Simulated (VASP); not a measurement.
Here is a VASP 6.6.1 calculation.

File INCAR:

```
SYSTEM = HfC
PREC = Accurate ; ENCUT = 600
EDIFF = 1E-7 ; ISMEAR = -1
SIGMA = 0.05 ; LREAL = .False.
LASPH = .True. ; NELM = 60
ALGO = Normal ; ISIF = 3
LWAVE = .False. ; LCHARG = .False.
GGA = RE ; IBRION = 2
NSW = 60 ; EDIFFG = -0.005
```

KPOINTS

```
regular mesh
0
Gamma
  10 10 10
  0 0 0
```

File POSCAR:

```
HfC
1.0
    0.0000000000      2.3250000000      2.3250000000
    2.3250000000      0.0000000000      2.3250000000
    2.3250000000      2.3250000000      0.0000000000
Hf C
1 1
Direct
    0.5000000000      0.5000000000      0.5000000000
    0.0000000000      0.0000000000      0.0000000000
```

Potentials or basis: VASP PAW PBE potentials, release 64 (Hf_pv, C).

Command:

```console
$ cat potpaw_PBE.64/Hf_pv/POTCAR potpaw_PBE.64/C/POTCAR > POTCAR
$ mpirun -np 1 vasp_std > vasp.out
```

(1) Predict the relaxed volume.

(2) What does it give for the space group after relaxing (to 0.05 Å)?

(3) Predict the relaxed cell.

Results:

(1) 12.70 Å³/atom.

(2) Fm-3m (No. 225).

(3) a = 3.299 Å, b = 3.299 Å, c = 3.299 Å, α = 60.00°, β = 60.00°, γ = 60.00°.

Caveat: the PAW data sets were made with another functional, which shifts forces and pressure a little.
